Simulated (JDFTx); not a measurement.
Crystal: CuAu.

```
Au Cu
1.0
     2.81075    0.00000    0.00000
     0.00000    2.81075    0.00000
     0.00000    0.00000    3.68500
Au Cu
1 1
Direct
  0.00000 0.00000 0.00000
  0.50000 0.50000 0.50000
```

* Program: JDFTx 1.7.0 (patched build)
* Task: relaxation of cell and atoms
* Functional: PBE
* Potentials or basis: PseudoDojo-SR-PBE-0.5-standard with smoothed tails
* Cutoff: 1252 eV
* Density cutoff: 10014 eV
* k mesh: 4 × 4 × 4
* Occupations: fermi-dirac, width 0.05 eV
* Spin: no spin polarisation

At the start: pressure 4.6 GPa; volume 14.56 Å³/atom.

Question: How do energy, volume and symmetry change on relaxing?

Answer: Over 15 steps the energy falls by 58.4 meV/atom and the volume is 14.67 Å³/atom (+0.8 %); space group P4/mmm (No. 123, to 0.05 Å).

The path:
```csv
step,energy change (eV),largest force (eV/Å),pressure (GPa),volume (Å³)
1,0.0000,0.0000,4.63,29.11
2,-0.0072,0.0000,3.22,29.35
3,-0.0171,0.0000,0.15,29.92
4,-0.0202,0.0000,-0.03,29.95
5,-0.0269,0.0000,0.24,29.86
6,-0.0443,0.0000,-5.06,31.04
7,-0.0720,0.0000,-3.32,30.55
8,-0.0952,0.0000,0.72,29.51
9,-0.1072,0.0000,-1.07,29.67
10,-0.1144,0.0000,-0.50,29.49
11,-0.1160,0.0000,1.20,29.13
12,-0.1165,0.0000,-0.82,29.47
13,-0.1169,0.0000,-0.07,29.35
14,-0.1169,0.0000,-0.01,29.34
15,-0.1169,0.0000,0.00,29.34
```

Final structure:
```
Au Cu
1.0
     3.05152    0.00000    0.00000
     0.00000    3.05152    0.00000
     0.00000    0.00000    3.15114
Au Cu
1 1
Direct
  0.00000 0.00000 0.00000
  0.50000 0.50000 0.50000
```

Caveat: the k mesh is coarse (spacing up to 0.56 Å⁻¹), so the values aren't converged.
